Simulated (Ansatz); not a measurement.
# Si2Mo (I4/mmm) in Ansatz: a series of runs, part 2 of 2

Ansatz 0.2.0. Earlier steps stand in the parts before.

**6. Projected density of states, PBE+U**

input.yaml

```yaml
crystal:
  lattice:
    - [-1.6, 1.6, 3.9305]
    - [1.6, -1.6, 3.9305]
    - [1.6, 1.6, -3.9305]
  atoms:
    - { symbol: Mo, position: [0.0, 0.0, 0.0] }
    - { symbol: Si, position: [0.667, 0.667, 0.0] }
    - { symbol: Si, position: [0.333, 0.333, 0.0] }
hamiltonian:
  xc: pbe
  pseudopotentials: { kind: paw }
  hubbard: { sites: [{ species: Mo, l: d, u_eff: 8.0 }] }
kpoints:
  mp_grid: { grid: [12, 12, 12] }
scf:
  occupations: { method: fermi_dirac, width: 0.05 }
  n_extra_bands: 7
output:
  forces: true
  stress: true
  eigenvalues: true
  dos: { projected: true, de: 0.05, nscf_kmesh: { grid: [18, 18, 18] } }
```

Potentials or basis: Ansatz PAW.

Run with:

```bash
> ansatz run input.yaml --threads 2 --pin off --max-ram 5632MiB --backend cpu --events-out ev --progress --plain --runs-dir out
```

What it wrote:

```text
Warning: RAYON_NUM_THREADS=2 ignored (pool sized by the plan → 2); use --threads N
basis.fft_grid_basis auto: the FFT boxes are laid along the combinations [[1, 0, 1], [0, 1, 1], [0, 0, 1]] of the cell's own vectors, 3.200, 3.200 and 4.535 Å long. The dense box has 24×24×32 points. Along the cell's own vectors, as sized, it would have 32×32×32, 1.78 times as many. Of the 16 symmetry operations that the crystal satisfies within crystal.symmetry.tolerance (time reversal apart; of a slab, those that keep its plane) the dense box along the cell's own vectors carries 16, and the one as laid loses 12 of those. basis.fft_grid_basis: typed keeps the cell's own vectors: state it where this run's energies or levels are differenced outside the engine with another run's, or held beside a run that keeps those vectors.
Mo: projections on atomic orbitals take those of the free atom [Ar 3d10] 4s2 4p6 4d5 5s1, of charge +0.00 (hamiltonian.pseudopotentials.projection_atoms); the dataset's partial waves leave at most 6.0e-6 of an orbital's norm unspanned inside its sphere
Si: projections on atomic orbitals take those of the free atom [Ne] 3s2 3p2, of charge +0.00 (hamiltonian.pseudopotentials.projection_atoms); the dataset's partial waves leave at most 6.1e-8 of an orbital's norm unspanned inside its sphere
scf.n_extra_bands = 7 over 11 filled bands (N_el = 22.0): the run solves 18 bands
Engine: ansatz 0.2.0, aarch64-unknown-linux-gnu
Pseudopotentials: kind: paw
Pseudopotential: Mo, paw, valence charge 14, recommended cutoff 420 eV (normal), Mo.paw.azcp
Pseudopotential: Si, paw, valence charge 4, recommended cutoff 420 eV (normal), Si.paw.azcp
Functional definition: PBE
  parameter kappa = 0.804
  parameter beta = 0.06672455060314922
  exchange = pbe_x(kappa = kappa, mu = beta*pi^2/3)
  correlation = pbe_c(beta = beta)
Crystal: 3 atoms, lattice volume = 40.248 Å³
Basis set: ecut = 420 eV, 769 PW (Γ), FFT grids on a1+a3, a2+a3, a3, exchange–correlation on 48×48×64 points (8 copies of the dense FFT grid, shifted against one another)
Bands: 18, of which v1, the nominal top of the filled ones, is band 11 counted from 1 (10 counted from 0)
Symmetry: 16 space group operations
[... 39 lines left out ...]
  E_hubbard    = 9.030902  (on-site DFT+U / exact-exchange correction)
  E_vhub       = -5.130315  (the Hubbard potential's part of the band-sum identity)
  E_paw        = -4227.363010  (= ΣΔE_a)
  E_vpaw       = -149.744389  (= ΣTr[D̂ρ^β])
  E_aug_tail   = 0.000039  (compensation charges beyond the density's cutoff)
  E_ewald      = -1707.522119
  E_smearing   = -0.000310  (= −TS)
  E_closure    = -0.000000  (closes the sum)
  Σ components = -6219.683929   (vs F -6219.683929, Δ=0.00e0)
--- Forces (eV/Å), atoms counted from 1 ---
  atom   1  Mo     0.00000000    -0.00000000     0.00000000
  atom   2  Si    -0.00000000    -0.00000000    -0.84179294
  atom   3  Si     0.00000000     0.00000000     0.84179294
  max |Σ_I F_I| component: 3.33e-16 eV/Å
--- Stress (GPa, compression-positive) ---
        3.466294       0.000000      -0.000000
        0.000000       3.466294       0.000000
       -0.000000       0.000000      -1.039827
  P = ⅓ Tr σ = 1.9643 GPa (19.643 kbar)
--- Band table (eV; the first three rows and the last of 163) ---
  k-point 0: bands = ["-44.1082", "-18.3219", "-18.2150", "-18.2150", "2.4515", "9.8396", "12.4657", "12.6212", "12.6212", "14.2054", "15.2629", "18.9779", "18.9856", "19.6157", "19.6157", "20.5320", "20.5845", "20.5845"]
  k-point 1: bands = ["-44.1058", "-18.3185", "-18.2327", "-18.2294", "2.6653", "10.0246", "11.4261", "12.1371", "13.7650", "14.2143", "14.6429", "18.1836", "19.1611", "19.4536", "19.7730", "20.7309", "21.2092", "21.6608"]
  k-point 2: bands = ["-44.0993", "-18.3090", "-18.2792", "-18.2691", "3.2765", "10.4096", "10.6092", "11.1318", "13.4465", "14.2676", "14.5008", "17.6904", "19.1892", "19.4522", "20.0962", "20.7645", "23.0867", "23.1423"]
  k-point 162: bands = ["-44.1071", "-18.3485", "-18.2168", "-18.2168", "4.2371", "6.0295", "13.6249", "14.1452", "14.4174", "14.4174", "15.3668", "15.3668", "15.3961", "20.5274", "21.1580", "21.9422", "24.4466", "25.0487"]
Occupation matrices written to <dir>
```

dos.tsv:

```text
# E-E_F[eV]	g_bin_mean(E)[states/eV]	N(E)
# format = ansatz-dos/2
# fermi_ev = 15.444518
# fermi_mp_grid = 18 18 18
# fermi_mp_shift = 0 0 0
# nscf_kmesh_grid = 18 18 18
# nscf_kmesh_shift = 0 0 0
# tetrahedron_fermi_ev = 15.383193
# g_bin_mean(E): the states in a bin one row spacing wide, centred on E, divided by that spacing. States that the method places at a single energy (under output.dos.method: tetrahedron, those of a tetrahedron whose four corners have one energy) are counted whole in the row whose bin holds that energy (on the edge of two bins, in the lower row). The sum of g_bin_mean over a run of rows, times the row spacing, is the number of states from half a spacing under the first of them to half a spacing over the last (a plain sum, not the trapezoid rule).
-60.052760	0.000000e0	0.000000e0
-60.002760	0.000000e0	0.000000e0
-59.952760	0.000000e0	0.000000e0
-59.902760	0.000000e0	0.000000e0
-59.852760	0.000000e0	0.000000e0
-59.802760	0.000000e0	0.000000e0
[... 1419 lines left out ...]
11.197240	0.000000e0	3.600000e1
11.247240	0.000000e0	3.600000e1
```

occupation_matrices:

```text
# The occupation matrices of the corrected shells as a run of Ansatz 0.0.0 ended. An entry of
# hamiltonian.hubbard.sites starts from them by `starting_ns: <path of this file>`, where that key's refused
# combinations let it.
# Free energy -6219.683929 eV.
# projection_atom_Mo: [Ar 3d10] 4s2 4p6 4d5 5s1
# projection_atom_Si: [Ne] 3s2 3p2
format: ansatz-occupation-matrices/1
state: converged
spin: unpolarized
projectors: all-electron-ortho-atomic
projection_frame: null
lattice: # Å
  - [-1.6, 1.6, 3.9305]
  - [1.6, -1.6, 3.9305]
  - [1.6, 1.6, -3.9305]
atoms: # fractions of the lattice vectors
  - {symbol: Mo, position: [0.0, 0.0, 0.0]}
  - {symbol: Si, position: [0.667, 0.667, 0.0]}
  - {symbol: Si, position: [0.333, 0.333, 0.0]}
sites: # a site counts the atoms from 0
  - {site: 0, l: d, shell: 4, starting_ns: [{spin: up, occupation_matrix: site0_d}]} # 5.798 electrons, filled orbitals 0
occupation_matrices: # on the real harmonics m = 0, +1, -1, ... of the Cartesian axes; of spinors up first
  site0_d:
    matrix:
      - [0.4594646756012748, 5.204170427930421e-18, -2.168404344971009e-18, -2.6454533008646308e-17, -3.469446951953614e-18]
      - [6.071532165918825e-18, 0.6815714423709682, -1.0842021724855044e-18, -2.6020852139652106e-18, -8.673617379884035e-19]
      - [-1.734723475976807e-18, -6.505213034913027e-19, 0.6815714423709682, 4.336808689942018e-19, 4.336808689942018e-19]
      - [-2.8189256484623115e-17, -1.734723475976807e-18, 4.336808689942018e-19, 0.37908324995297343, 2.439454888092385e-19]
      - [-3.469446951953614e-18, -8.673617379884035e-19, 4.336808689942018e-19, 2.574980159653073e-19, 0.6973241933023504]
```

Run time: 9.5 s. Hardware: 2 threads of Arm Neoverse V2, shared host; peak memory 0.54 GiB.

Results:

- Free energy: -6219.6839 eV
- Pressure: 2.0 GPa
- Largest force: 0.842 eV/Å
- Band gap on the k mesh: none (metal or under the smearing width)
- Density of states at the Fermi level: 0.00 states/eV per cell

Forces on the atoms (eV/Å):
```
Mo   0.000  0.000  0.000
Si   0.000  0.000 -0.842
Si   0.000  0.000  0.842
```

Stress tensor (GPa, compression positive):
```
 3.47  0.00  0.00
 0.00  3.47  0.00
 0.00  0.00 -1.04
```

States per cell in windows of 0.5 eV (zero at the Fermi level; states under -8 eV left out):
```csv
from (eV),total,Mo 4d,Si 3p,Si 3s,Mo 5s,Mo 4p
-8.0,0.43,0.11,0.14,0.16,0.01,0.01
-7.5,0.32,0.10,0.11,0.11,0.01,0.00
-7.0,0.25,0.08,0.09,0.07,0.00,0.00
-6.5,0.21,0.07,0.10,0.04,0.00,0.00
-6.0,0.58,0.15,0.36,0.03,0.02,0.00
-5.5,0.52,0.13,0.34,0.02,0.02,0.01
-5.0,0.56,0.15,0.33,0.06,0.01,0.01
-4.5,0.38,0.12,0.18,0.06,0.01,0.00
-4.0,0.68,0.27,0.29,0.07,0.04,0.00
-3.5,0.79,0.38,0.30,0.05,0.03,0.00
-3.0,1.00,0.51,0.37,0.07,0.02,0.01
-2.5,1.50,0.83,0.53,0.09,0.02,0.01
-2.0,1.75,0.97,0.61,0.10,0.01,0.01
-1.5,1.88,1.22,0.53,0.04,0.00,0.01
-1.0,0.35,0.26,0.08,0.00,0.00,0.00
-0.5,0.05,0.04,0.00,0.00,0.00,0.00
0.0,0.01,0.00,0.01,0.00,0.00,0.00
0.5,0.05,0.02,0.03,0.00,0.00,0.00
1.0,0.28,0.13,0.09,0.05,0.00,0.00
1.5,0.57,0.25,0.19,0.10,0.01,0.00
2.0,0.91,0.40,0.23,0.21,0.01,0.00
2.5,0.96,0.43,0.26,0.17,0.03,0.00
3.0,1.20,0.59,0.34,0.13,0.04,0.00
3.5,1.19,0.53,0.34,0.17,0.04,0.00
4.0,0.72,0.25,0.23,0.09,0.05,0.00
4.5,1.08,0.34,0.32,0.11,0.13,0.00
5.0,0.96,0.21,0.39,0.10,0.08,0.00
5.5,0.88,0.17,0.38,0.08,0.06,0.00
6.0,0.87,0.14,0.40,0.06,0.05,0.00
6.5,0.77,0.10,0.36,0.06,0.03,0.00
7.0,0.76,0.09,0.36,0.06,0.03,0.00
7.5,0.79,0.07,0.37,0.04,0.03,0.00
```

Eigenvalues of the final occupation matrices:
```csv
site,spin,trace,eigenvalues
site 1,1,2.90,0.38 0.46 0.68 0.68 0.70
```

Caveat: U without spin polarisation on a metal has little footing; the U is typed as a test and isn't derived for this compound; the density of states is complete only up to the lowest level of the last band computed.

**7. The runs side by side**

| U | gap on the mesh (eV) | pressure (GPa) | largest force (eV/Å) |
| --- | --- | --- | --- |
| Mo d U = 3 eV | none | 1.5 | 0.48 |
| Mo d U = 4 eV | none | 1.3 | 0.55 |
| Mo d U = 5 eV | none | 1.2 | 0.62 |
| Mo d U = 6 eV | none | 1.2 | 0.69 |
| Mo d U = 8 eV | none | 2.0 | 0.84 |

Alike in all rows: task projected density of states; level PBE+U; potentials or basis Ansatz PAW; no spin polarisation; cell as given; k mesh 12 × 12 × 12; cutoff (eV) 420; smearing fermi-dirac 0.05 eV.

Every run on the cell as given and a fine mesh finds a metal.

Caveats: U without spin polarisation on a metal has little footing; the U is typed as a test and isn't derived for this compound; the density of states is complete only up to the lowest level of the last band computed.

Absolute energies hang on the potentials; compare differences alone.
